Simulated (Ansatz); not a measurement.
# Where the states of TlCl lie

```
Tl Cl
1.0
     3.83400    0.00000    0.00000
     0.00000    3.83400    0.00000
     0.00000    0.00000    3.83400
Tl Cl
1 1
Direct
  0.00000 0.00000 0.00000
  0.50000 0.50000 0.50000
```

The conventional cell has a = 3.834 Å, b = 3.834 Å, c = 3.834 Å, α = 90.00°, β = 90.00°, γ = 90.00°. Around Tl (atom 1) lie 8 Cl at 3.32 Å. Cl (atom 2) is surrounded by 8 Tl at 3.32 Å.

The cell is COD entry 9008794, as deposited and not checked against the literature; nothing was relaxed. It is an old determination, and later ones may differ.

Spin–orbit coupling is left out, though it moves levels of the heavy atoms by tenths of an eV or more.

Theory: DFT, PBE, all-electron LAPW, scalar-relativistic in Ansatz 0.2.0.

The runs use a Γ-centred 8×8×8 k mesh, Fermi–Dirac smearing of 0.02 eV, basis error target 1 meV/atom, no spin polarisation.

States per eV and cell, averaged over 0.4 eV, from -10.2 to 6.8 eV, with energies (bin centres) from the valence-band top; empty bins are left out. The partial columns, the largest 3 alone, are projections on Löwdin-orthogonalised atomic shells (those that the program's projection atoms carry: the occupied ones and, for some elements, an empty d or f shell; other empty shells have no column), summed over atoms of an element. Weights on diffuse s and p shells depend on that basis and aren't pure angular character.

```json
{"E (eV)": "-10.1", "total": "3.24", "Tl 5d": "3.23", "Cl 3p": "0.00", "Tl 6p": "0.00"}
{"E (eV)": "-9.7", "total": "21.76", "Tl 5d": "21.63", "Cl 3p": "0.05", "Tl 6p": "0.02"}
{"E (eV)": "-5.3", "total": "0.56", "Tl 5d": "0.00", "Cl 3p": "0.16", "Tl 6p": "0.03"}
{"E (eV)": "-4.9", "total": "2.10", "Tl 5d": "0.01", "Cl 3p": "0.47", "Tl 6p": "0.20"}
{"E (eV)": "-4.5", "total": "0.95", "Tl 5d": "0.00", "Cl 3p": "0.24", "Tl 6p": "0.13"}
{"E (eV)": "-4.1", "total": "0.65", "Tl 5d": "0.00", "Cl 3p": "0.17", "Tl 6p": "0.09"}
{"E (eV)": "-3.7", "total": "0.39", "Tl 5d": "0.00", "Cl 3p": "0.09", "Tl 6p": "0.05"}
{"E (eV)": "-3.3", "total": "0.21", "Tl 5d": "0.00", "Cl 3p": "0.04", "Tl 6p": "0.02"}
{"E (eV)": "-2.9", "total": "0.50", "Tl 5d": "0.00", "Cl 3p": "0.31", "Tl 6p": "0.10"}
{"E (eV)": "-2.5", "total": "1.88", "Tl 5d": "0.01", "Cl 3p": "1.46", "Tl 6p": "0.34"}
{"E (eV)": "-2.1", "total": "2.43", "Tl 5d": "0.01", "Cl 3p": "1.96", "Tl 6p": "0.31"}
{"E (eV)": "-1.7", "total": "3.28", "Tl 5d": "0.02", "Cl 3p": "2.75", "Tl 6p": "0.21"}
{"E (eV)": "-1.3", "total": "3.90", "Tl 5d": "0.01", "Cl 3p": "3.54", "Tl 6p": "0.10"}
{"E (eV)": "-0.9", "total": "1.53", "Tl 5d": "0.00", "Cl 3p": "1.10", "Tl 6p": "0.04"}
{"E (eV)": "-0.5", "total": "1.58", "Tl 5d": "0.00", "Cl 3p": "1.14", "Tl 6p": "0.03"}
{"E (eV)": "-0.1", "total": "0.05", "Tl 5d": "0.00", "Cl 3p": "0.03", "Tl 6p": "0.00"}
{"E (eV)": "2.3", "total": "0.03", "Tl 5d": "0.00", "Cl 3p": "0.00", "Tl 6p": "0.02"}
{"E (eV)": "2.7", "total": "0.27", "Tl 5d": "0.00", "Cl 3p": "0.02", "Tl 6p": "0.22"}
{"E (eV)": "3.1", "total": "0.68", "Tl 5d": "0.00", "Cl 3p": "0.06", "Tl 6p": "0.55"}
{"E (eV)": "3.5", "total": "1.38", "Tl 5d": "0.00", "Cl 3p": "0.17", "Tl 6p": "1.08"}
{"E (eV)": "3.9", "total": "2.10", "Tl 5d": "0.00", "Cl 3p": "0.28", "Tl 6p": "1.61"}
{"E (eV)": "4.3", "total": "1.44", "Tl 5d": "0.00", "Cl 3p": "0.18", "Tl 6p": "1.11"}
{"E (eV)": "4.7", "total": "1.09", "Tl 5d": "0.00", "Cl 3p": "0.14", "Tl 6p": "0.87"}
{"E (eV)": "5.1", "total": "1.16", "Tl 5d": "0.00", "Cl 3p": "0.14", "Tl 6p": "0.93"}
{"E (eV)": "5.5", "total": "1.03", "Tl 5d": "0.00", "Cl 3p": "0.10", "Tl 6p": "0.85"}
{"E (eV)": "5.9", "total": "1.04", "Tl 5d": "0.00", "Cl 3p": "0.08", "Tl 6p": "0.86"}
{"E (eV)": "6.3", "total": "1.10", "Tl 5d": "0.00", "Cl 3p": "0.07", "Tl 6p": "0.92"}
{"E (eV)": "6.7", "total": "1.72", "Tl 5d": "0.00", "Cl 3p": "0.09", "Tl 6p": "1.49"}
```

Q: Which of the resolved shells contributes most in the top eV of the valence band?

A: Cl 3p, with 72 % of all states there; Tl 6s follows with 25 %.

Q: Where is the centre of the filled Tl 5d states between -13 eV and the top of the filled states?

A: -9.76 eV from the valence-band top.
